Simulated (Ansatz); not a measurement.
# Density of states of NaH

Space group Fm-3m (No. 225). a = 4.831 Å, b = 4.831 Å, c = 4.831 Å, α = 90.00°, β = 90.00°, γ = 90.00°
```
atom  site  symmetry       x       y       z
  Na    4a      m-3m  0.0000  0.0000  0.0000
   H    4b      m-3m  0.5000  0.0000  0.0000
```

The runs use the primitive cell with vectors (0.000, 2.416, 2.416), (2.416, 0.000, 2.416), (2.416, 2.416, 0.000) Å, to which the k mesh refers.

The cell was built from the rocksalt type and relaxed in the same program, and has space group Fm-3m; it needn't be a known or the stable phase.

All numbers below come from DFT, PBE, all-electron LAPW, scalar-relativistic in Ansatz 0.2.0.

Sampling and basis: a Γ-centred 12×12×12 k mesh, Fermi–Dirac smearing of 0.08 eV, basis error target 0.5 meV/atom, no spin polarisation.

States per eV and cell, averaged over 0.4 eV, from -3.4 to 6.0 eV, with energies (bin centres) from the valence-band top; empty bins are left out. The partial columns, the largest 2 alone, are projections on Löwdin-orthogonalised atomic shells (those that the program's projection atoms carry: the occupied ones and, for some elements, an empty d or f shell; other empty shells have no column), summed over atoms of an element. Weights on diffuse s and p shells depend on that basis and aren't pure angular character.

| E (eV) | total | H 1s | Na 3s |
| --- | --- | --- | --- |
| -3.3 | 0.11 | 0.04 | 0.07 |
| -2.9 | 0.20 | 0.08 | 0.11 |
| -2.5 | 0.27 | 0.13 | 0.13 |
| -2.1 | 0.35 | 0.20 | 0.15 |
| -1.7 | 0.44 | 0.28 | 0.15 |
| -1.3 | 0.58 | 0.43 | 0.15 |
| -0.9 | 0.94 | 0.79 | 0.13 |
| -0.5 | 1.16 | 1.05 | 0.08 |
| -0.1 | 0.95 | 0.90 | 0.03 |
| 3.9 | 0.06 | 0.00 | 0.06 |
| 4.3 | 0.27 | 0.01 | 0.24 |
| 4.7 | 0.49 | 0.03 | 0.37 |
| 5.1 | 1.16 | 0.07 | 0.66 |
| 5.5 | 1.28 | 0.11 | 0.75 |
| 5.9 | 0.46 | 0.09 | 0.26 |

Which of the resolved shells contributes most in the top eV of the valence band?

H 1s, with 91 % of all states there; Na 3s follows with 6 %.
